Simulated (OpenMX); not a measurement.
The system is As.

```
As
1.0
     2.70368    0.00000    0.00000
     0.00000    2.70368    0.00000
     0.00000    0.00000    2.70368
As
1
Direct
  0.50000 0.50000 0.50000
```

This isn't the form of As at room conditions, which is rhombohedral.

```yaml
Program: OpenMX 3.8.5
Task: single point
Functional: PBE
Potentials_or_basis: OpenMX 2013 PBE set, As7.0-s3p2d2, grid cutoff 500 Ry
k_mesh: 11 × 11 × 11
Occupations: fermi-dirac, width 0.05 eV
Spin: no spin polarisation
```

On this cell: pressure 4.7 GPa; band gap on the k mesh none (metal or under the smearing width).

The same run follows on a disturbed copy (cell strained at random at fixed volume):

```
CELL_PARAMETERS angstrom
2.71004 -0.01738 -0.01186
-0.01738 2.72970 0.03326
-0.01186 0.03326 2.67219
ATOMIC_POSITIONS crystal
As 0.48435 0.50553 0.49638
```

Problem. What changes?

Solution. The energy (extrapolated to zero smearing) moves by +3.3 meV/atom; pressure 4.9 GPa; band gap on the k mesh none (metal or under the smearing width).

Caveats: the basis of atomic orbitals isn't converged, which shifts pressures, moduli and gaps.
